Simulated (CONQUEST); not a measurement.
**CdS (Hawleyite) in CONQUEST: convergence with k mesh**

The system is CdS (Hawleyite).

```
Cd S
1.0
     4.12455    0.00000    0.00000
     0.00000    4.12455    0.00000
     0.00000    0.00000    5.83300
Cd S
2 2
Direct
  0.49594 0.51786 0.48415
  0.99594 0.01786 0.98415
  0.49715 0.97349 0.73143
  0.99715 0.47349 0.23143
```

The cell isn't the ideal one: atoms moved at random.

- Program: CONQUEST 1.3
- Task: convergence study
- Functional: PBE
- Potentials or basis: PseudoDojo NC PBE, DZP, grid cutoff 120 Ha
- k mesh: 1 × 1 × 1
- Occupations: fermi-dirac, width 0.05 eV
- Spin: no spin polarisation

These are the settings of the first run; the series varies k mesh, with any setting tied to it.

Hardware: 1 thread of Intel(R) Xeon(R) CPU @ 2.60GHz (Ice Lake) (shared host).

| k mesh | energy less the tightest run, at zero smearing (meV/atom) | pressure (GPa) | largest force (eV/Å) | gap on the mesh (eV) | SCF cycles | CPU time (s) | peak memory (GiB) |
| --- | --- | --- | --- | --- | --- | --- | --- |
| 1 × 1 × 1 | 2000.14 | 19.04 | 0.847 | 0.801 | 8 | 19 | 0.5 |
| 2 × 2 × 1 | 181.25 | 5.95 | 1.236 | 1.232 | 7 | 19 | 0.5 |
| 2 × 2 × 2 | 166.59 | 5.98 | 1.252 | 1.228 | 7 | 20 | 0.5 |
| 3 × 3 × 2 | 27.57 | 4.97 | 1.257 | 1.285 | 6 | 20 | 0.5 |
| 4 × 4 × 3 | 5.72 | 4.79 | 1.260 | 1.297 | 6 | 23 | 0.5 |
| 5 × 5 × 4 | 1.39 | 4.75 | 1.261 | 1.300 | 6 | 26 | 0.51 |
| 6 × 6 × 4 | 0.43 | 4.74 | 1.261 | 1.301 | 6 | 32 | 0.5 |
| 7 × 7 × 5 | 0.12 | 4.74 | 1.261 | 1.301 | 6 | 34 | 0.5 |
| 8 × 8 × 6 | 0.03 | 4.74 | 1.261 | 1.302 | 6 | 52 | 0.5 |
| 9 × 9 × 7 | 0.00 | 4.74 | 1.261 | 1.302 | 6 | 57 | 0.5 |

Against the tightest run, the energy stays within 1 meV/atom from 6 × 6 × 4 on; the pressure stays within 0.1 GPa from 4 × 4 × 3 on; the largest force stays within 0.005 eV/Å from 3 × 3 × 2 on; the gap on the mesh stays within 0.01 eV from 4 × 4 × 3 on. Meshes of other sizes hit other points, so gaps and Fermi surfaces needn't settle smoothly. The tightest run that finished is the yardstick and may itself not be fully converged.

Caveat, for the tightest run too: an odd mesh through Γ misses points on the zone boundary, where band edges often lie; the basis of atomic orbitals isn't converged, which shifts pressures, moduli and gaps.
